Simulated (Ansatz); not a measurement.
Geometry optimisation in Ansatz: input, command and trajectory.

```yaml
crystal:
  lattice:
    - [0.0, 3.0180013273, -3.0180013273]
    - [-6.0360026546, 0.0, 0.0]
    - [3.0180013273, 3.0180013273, 6.0360026546]
  atoms:
    - { symbol: Al, position: [0.5, 0.75, 0.0] }
    - { symbol: In, position: [0.1666666667, 0.4166666667, 0.3333333333] }
    - { symbol: In, position: [0.8333333333, 0.0833333333, 0.6666666667] }
    - { symbol: As, position: [0.3333333333, 0.3333333333, 0.6666666667] }
    - { symbol: As, position: [0.0, 0.0, 0.0] }
    - { symbol: As, position: [0.6666666667, 0.6666666667, 0.3333333333] }
basis:
  ecutwfc: 420
kpoints:
  mp_grid: { grid: [10, 10, 10] }
hamiltonian:
  xc: pbe
scf:
  occupations: { method: gaussian, width: 0.1 }
output:
  forces: true
  stress: true
  eigenvalues: true
relax:
  adjacent_minimum: "off"
  f_tol: 0.015
  max_steps: 60
  cell: { stress_tol: 0.15 }
```

```bash
ansatz run input.yaml --threads 1 --pin off --max-ram 2560MiB --backend cpu --events-out ev --progress --plain --runs-dir out
```

Method: DFT PBE, scalar-relativistic, plane waves, PAW in Ansatz 0.2.0.

Of 5 frames 4 are shown, positions in Å and forces in eV/Å; the SCF threshold varies from step to step. Steps run on the plane waves of an earlier cell, with a Pulay correction in the pressure. The basis is chosen afresh for the last frame, the zero of the energies, and at times for earlier ones too; energy and pressure step there, also at an unchanged geometry.

```xyz
6
Lattice="0.0000 3.0180 -3.0180 -6.0360 0.0000 0.0000 3.0180 3.0180 6.0360" Properties=species:S:1:pos:R:3:forces:R:3 pbc="T T T" step=1 free_energy_over_end_meV_per_atom=42.52 pressure_GPa=0.30
Al   -4.5270    1.5090   -1.5090    0.0507    0.0000    0.0000
In   -1.5090    1.5090    1.5090   -0.0233   -0.0027   -0.0027
In    1.5090    4.5270    1.5090   -0.0233    0.0027    0.0027
As    0.0000    3.0180    3.0180   -0.6329    0.6352    0.6352
As    0.0000    0.0000    0.0000    1.2617    0.0000    0.0000
As   -3.0180    3.0180    0.0000   -0.6329   -0.6352   -0.6352
6
Lattice="0.0000 3.0245 -3.0245 -6.0469 0.0000 0.0000 3.0235 3.0231 6.0475" Properties=species:S:1:pos:R:3:forces:R:3 pbc="T T T" step=2 free_energy_over_end_meV_per_atom=3.05 pressure_GPa=-0.61
Al   -4.5423    1.5122   -1.5122    0.0408    0.0000    0.0000
In   -1.5082    1.4893    1.4893   -0.0052   -0.0292   -0.0292
In    1.5152    4.5582    1.5337   -0.0052    0.0292    0.0292
As   -0.0985    3.1125    3.1125    0.1583   -0.1526   -0.1526
As    0.1972    0.0000    0.0000   -0.3469    0.0000    0.0000
As   -3.1220    2.9350   -0.0895    0.1583    0.1526    0.1526
6
Lattice="0.0000 3.0158 -3.0158 -6.0329 0.0000 0.0000 3.0164 3.0121 6.0279" Properties=species:S:1:pos:R:3:forces:R:3 pbc="T T T" step=3 free_energy_over_end_meV_per_atom=0.07 pressure_GPa=-0.15
Al   -4.5244    1.5079   -1.5079    0.0552    0.0000    0.0000
In   -1.5082    1.4820    1.4820    0.0012   -0.0060   -0.0060
In    1.5082    4.5459    1.5301    0.0012    0.0060    0.0060
As   -0.0816    3.0811    3.0811   -0.0185    0.0317    0.0317
As    0.1629    0.0000    0.0000   -0.0206    0.0000    0.0000
As   -3.0980    2.9468   -0.0690   -0.0185   -0.0317   -0.0317
6
Lattice="0.0000 3.0091 -3.0091 -6.0317 0.0000 0.0000 3.0159 3.0138 6.0229" Properties=species:S:1:pos:R:3:forces:R:3 pbc="T T T" step=5 free_energy_over_end_meV_per_atom=0.00 pressure_GPa=0.00
Al   -4.5205    1.5045   -1.5045   -0.0014    0.0000    0.0000
In   -1.5063    1.4822    1.4822   -0.0010    0.0000    0.0000
In    1.5096    4.5407    1.5316   -0.0010    0.0000    0.0000
As   -0.0831    3.0831    3.0831   -0.0029   -0.0026   -0.0026
As    0.1597    0.0000    0.0000    0.0093    0.0000    0.0000
As   -3.0990    2.9397   -0.0693   -0.0029    0.0026    0.0026
```

Time: 4.3 min on 1 thread of Intel(R) Xeon(R) 6975P-C (Granite Rapids), on a shared host, peak memory 1.1 GiB.